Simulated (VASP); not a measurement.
Runs of VASP 6.6.1 on TePb. Symmetry: Fm-3m, No. 225, cubic system. Conventional cell: a = 6.462 Å, b = 6.462 Å, c = 6.462 Å, α = 90.00°, β = 90.00°, γ = 90.00°. Pb (site symmetry m-3m) has 6 Te at 3.23 Å as nearest neighbours. Te (site symmetry m-3m) is surrounded by 6 Pb at 3.23 Å. 

| task | level | potentials or basis | spin | cell | k mesh | cutoff (eV) | smearing | optimiser | grid for exact exchange (PRECFOCK) | exchange at q = 0 | share of exact exchange | other keys | mesh quality | gap on the mesh (eV) | pressure (GPa) | relaxed volume (Å³/atom) |
| --- | --- | --- | --- | --- | --- | --- | --- | --- | --- | --- | --- | --- | --- | --- | --- | --- |
| relaxation of the atoms | PBEsol+D3 | VASP PAW PBE potentials, release 64 (Pb_d, Te) | off | atoms relaxed from: atoms moved at random, drawn with an rms of 0.1 Å | 7 × 7 × 7 | 520 | tetrahedron | vasp | - | - | - | EDIFFG = -0.001; NELMDL = -12 | not flagged | 0.96 | -1.3 | - |
| single point | RPBE | VASP PAW PBE potentials, release 64 (Pb_d, Te) | off | as given | 7 × 7 × 7 | 520 | gaussian 0.1 eV | - | - | - | - | - | not flagged | - | 3.6 | - |
| relaxation of cell and atoms | AM05+D4 | VASP PAW PBE potentials, release 64 (Pb_d, Te) | SOC, no magnetisation | relaxed | 5 × 5 × 5 | 600 | fermi-dirac 0.05 eV | FIRE | - | - | - | - | not flagged | - | 0.0 | 32.76 |
| relaxation of cell and atoms | PBE-EpsX | VASP PAW PBE potentials, release 64 (Pb_d, Te) | off | relaxed | 4 × 4 × 4 | 600 | fermi-dirac 0.05 eV | - | Fast | truncated | 0.0362 | - | coarse | (a) | -0.1 | 35.28 |

Q: Fill in the values left out.

A: (a) 0.95.

Caveats: some runs use coarse meshes; the PAW data sets were made with another functional, which shifts forces and pressure a little; spin-orbit coupling is left out, which as a rule narrows the gap of such compounds by several tenths of an eV (some runs); an odd mesh through Γ misses points on the zone boundary, where band edges often lie (some runs).

A k mesh can miss the band edges, and rows without SOC leave out spin-orbit coupling on Pb, Te.

Runs at the PBE level aren't shown here.
